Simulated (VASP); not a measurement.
Input of a VASP 6.6.1 run:

File INCAR:

```
PREC = Accurate
ENCUT = 520
EDIFF = 1E-7
ISMEAR = 0
SIGMA = 0.05
LREAL = False
LASPH = True
NELM = 150
ALGO = Fast
ISIF = 2
LWAVE = False
LCHARG = False
ISPIN = 2
MAGMOM = 7.56 0
LORBIT = 11
LMAXMIX = 6
LDAU = True
LDAUTYPE = 2
LDAUL = 3 -1
LDAUU = 6 0
LDAUJ = 0 0
LDAUPRINT = 1
GGA = PE
NBANDS = 22
```

KPOINTS

```
Automatic mesh
0
Gamma
  5 5 5
```

POSCAR

```
EuS
1.0
    4.2330618550      0.0000000000      0.0000000000
   -2.1165309275      3.6659391022      0.0000000000
    2.1165309275      1.2219797007      3.4562805314
Eu S
1 1
Direct
    0.0000000000      0.5000000000      0.5000000000
    0.0000000000      0.0000000000      0.0000000000
```

Potentials or basis: VASP PAW PBE potentials, release 64 (Eu, S).

The run is started by

```sh
$ cat potpaw_PBE.64/Eu/POTCAR potpaw_PBE.64/S/POTCAR > POTCAR
$ mpirun -np 1 vasp_std > vasp.out
```

Question: What does it give for the pressure?

Answer: 0.3 GPa.

Question: Predict the site moments.

Answer: Eu +6.72; S -0.06 μB.

Question: Predict the band gap on the k mesh.

Answer: 0.64 eV, indirect (least direct gap 0.91 eV).

Question: Predict the net moment.

Answer: 7.00 μB per cell.

Eigenvalues of the final occupation matrices:
| site | spin | trace | eigenvalues |
| --- | --- | --- | --- |
| site 1 f | 1 | 6.83 | 0.97 0.97 0.97 0.98 0.98 0.98 0.98 |
| site 1 f | 2 | 0.01 | 0.00 0.00 0.00 0.00 0.00 0.00 0.00 |

Caveat: spin-orbit coupling is left out, which moves the levels of the heavy elements; an odd mesh through Γ misses points on the zone boundary, where band edges often lie; a cell with one magnetic atom can't hold antiferromagnetic order, which such compounds often take.
